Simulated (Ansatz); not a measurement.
Crystal: SrO.

```
Sr O
1.0
     0.00000    2.56630    2.56630
     2.56630    0.00000    2.56630
     2.56630    2.56630    0.00000
Sr O
1 1
Direct
  0.50000 0.50000 0.50000
  0.00000 0.00000 0.00000
```

Base run:

```yaml
Program: Ansatz 0.2.0
Functional: PBE
Potentials_or_basis: all-electron LAPW, scalar-relativistic
Cutoff: 217 eV (chosen from the basis error)
Basis_error_allowed: 0.001 eV/atom
k_mesh: 9 × 9 × 9
Occupations: gaussian, width 0.011 eV
Spin: no spin polarisation
```

Its results: band gap on the k mesh 3.37 eV, indirect (least direct gap 3.45 eV); pressure 3.3 GPa.

Q: The run is repeated on the same cell with these changes: functional from PBE to BLYP; occupations from gaussian, width 0.011 eV to fermi-dirac, width 0.05 eV. What comes out?

A: Band gap on the k mesh 3.51 eV, indirect (least direct gap 3.58 eV); pressure 6.2 GPa.

Caveats: an odd mesh through Γ misses points on the zone boundary, where band edges often lie (some runs).
